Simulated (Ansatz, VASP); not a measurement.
**One calculation of Cs, two programs**

```xyz
1
Lattice="-2.9923 3.0225 3.0225 3.0225 -2.9923 3.0225 3.0225 3.0225 -2.9923" Properties=species:S:1:pos:R:3 pbc="T T T"
Cs    0.0000    0.0000    0.0000
```

Change from the starting cell: equal xy, yz and zx shear strains of +1 %, crystal datasets.

Alike in both runs: task electric field gradients; functional LDA; k mesh 9 × 9 × 9; occupations fermi-dirac, width 0.05 eV; no spin polarisation.

|  | VASP | Ansatz |
| --- | --- | --- |
| version | VASP 6.6.1 | Ansatz 0.2.0 |
| potentials or method | VASP PAW LDA potentials, release 64 (Cs_sv), cutoff 520 eV | all-electron PAW with datasets made for the crystal, scalar-relativistic |

VASP gave:

* pressure (GPa): -0.3
* Vzz of the field gradient on the site that differs most (V/Å²): -0.7

**Question.** What did Ansatz give for the same quantities?

**Answer.** Pressure (GPa): -0.3; Vzz of the field gradient on the site that differs most (V/Å²): -0.8.

Ansatz ran all-electron here, so the differences hold the error of VASP's frozen core and of both bases. Ansatz warned: «gradients_without_spin_orbit».

The runs have no spin-orbit coupling, so splittings on Cs are missing.
